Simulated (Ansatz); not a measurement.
# Hf (P6/mmm): energy and pressure against volume

The task here is to estimate one member of a computed series from the others.

Method: DFT PBE, scalar-relativistic, plane waves, PAW, in Ansatz 0.2.0.

**The system as given**

It takes space group P6/mmm (No. 191, hexagonal). Conventional cell: a = 4.994 Å, b = 4.994 Å, c = 3.099 Å, α = 90.00°, β = 90.00°, γ = 120.00°. Hf (site symmetry -6m2) has 11 Hf at 2.88 to 3.27 Å as nearest neighbours. Hf (site symmetry 6/mmm) is surrounded by 14 Hf at 3.10 to 3.27 Å.

Structure file:

```
Hf
1.0
     4.99364    0.00000    0.00000
    -2.49682    4.32462    0.00000
     0.00000    0.00000    3.09867
Hf
3
Cartesian
  2.4968 1.4415 1.5493
  0.0000 2.8831 1.5493
  0.0000 0.0000 0.0000
```

This cell comes from an earlier session at PBE: 22.306 Å³/atom at 0.00 GPa, on a 10×10×12 mesh.

Set-up of the first run:

File input.yaml:

```yaml
crystal:
  lattice:
    - [4.9261488133, 0.0, 0.0]
    - [-2.4630744066, 4.2661700151, 0.0]
    - [0.0, 0.0, 3.0567866431]
  atoms:
    - { symbol: Hf, position: [0.6666666667, 0.3333333333, 0.5] }
    - { symbol: Hf, position: [0.3333333333, 0.6666666667, 0.5] }
    - { symbol: Hf, position: [0.0, 0.0, 0.0] }
basis:
  ecutwfc: 420
  ecutrho_ratio: 4
kpoints:
  mp_grid: { grid: [10, 10, 14] }
hamiltonian:
  xc: pbe
scf:
  occupations: { method: gaussian, width: 0.05 }
output:
  forces: true
  stress: true
  eigenvalues: true
relax:
  f_tol: 0.01
  max_steps: 40
  cell: { stress_tol: 0.1, fix: [volume] }
```

Command:

```
> ansatz run input.yaml --threads 1 --pin off --max-ram 2560MiB --backend cpu --events-out ev --progress --plain --runs-dir out
```

Steps of the session up to this table: Volume × 0.96; Volume × 1.04; Volume × 0.92; Volume × 0.88; Volume × 0.84; Volume × 0.8; Volume × 0.76; Volume × 0.72; Volume × 0.68; Volume × 0.64.

One of the session's tables, all rows but one given; the rest of the session is left out.

| volume (Å³/atom) | energy above the lowest (meV/atom) | pressure (GPa) |
| --- | --- | --- |
| 14.276 | 1880.9 | 105.6 |
| 15.168 | 1360.9 | 82.0 |
| 16.060 | ? | ? |
| 16.952 | 650.7 | 47.9 |
| 17.845 | 419.9 | 35.5 |
| 18.737 | 251.2 | 25.5 |
| 19.629 | 132.7 | 17.3 |
| 20.521 | 55.9 | 10.5 |
| 21.414 | 13.8 | 4.8 |
| 22.306 | 0.0 | 0.0 |
| 23.198 | 11.4 | -3.9 |

Estimate the missing values for volume (Å³/atom) = 16.060.

Worked estimate for «energy above the lowest (meV/atom)». A straight line through the neighbours (15.168, 1360.9) and (16.952, 650.7) gives 1360.9 + (650.7 − 1360.9) × (16.060 − 15.168) / (16.952 − 15.168) = 1005.8; a parabola fitted to 4 rows on both sides gives 957.6.

The run gave: energy above the lowest (meV/atom): 958.4; pressure (GPa): 63.2. In «energy above the lowest (meV/atom)» the line misses by +47.4 and the parabola by -0.8.

To keep in mind: The k mesh is not the same at all volumes. Other structures may be lower in enthalpy at these pressures.
